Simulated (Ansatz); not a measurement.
Given:

```yaml
crystal:
  lattice:
    - [0.00000, 2.89073, 3.05670]
    - [3.05670, 0.00000, 3.05670]
    - [3.05670, 2.89073, 0.00000]
  atoms:
    - { symbol: Te, position: [0.75000, 0.75000, 0.75000] }
    - { symbol: Zn, position: [0.00000, 0.00000, 0.00000] }
```

No spin polarisation.

The values are results of r2SCAN in Ansatz (plane waves to 500 eV, PAW, spin-orbit coupling left out), not measurements. Γ-centred 9×9×9 mesh, Fermi–Dirac width 0.05 eV.

### Question
Estimate the hole mass.

### Answer
0.12 mₑ along y, 0.40 mₑ across (at Γ).

### Question
What is the computed pressure (mean of the normal stresses, compression positive)?

### Answer
3.11 GPa.

### Question
Predict the gap character.

### Answer
Direct at Γ.

Spin-orbit coupling, missing from the scalar runs, can matter with Te. The cells carry an imposed strain or load. Masses are band curvatures over ±0.01 Å⁻¹ around the edge. No phonon test of stability was made. The cell was made from ZnTe in the zinc blende structure (space group F-43m, No. 216) by this change: uniaxial strain ε_yy = −5.43 %.

Ansatz is an electronic-structure program.
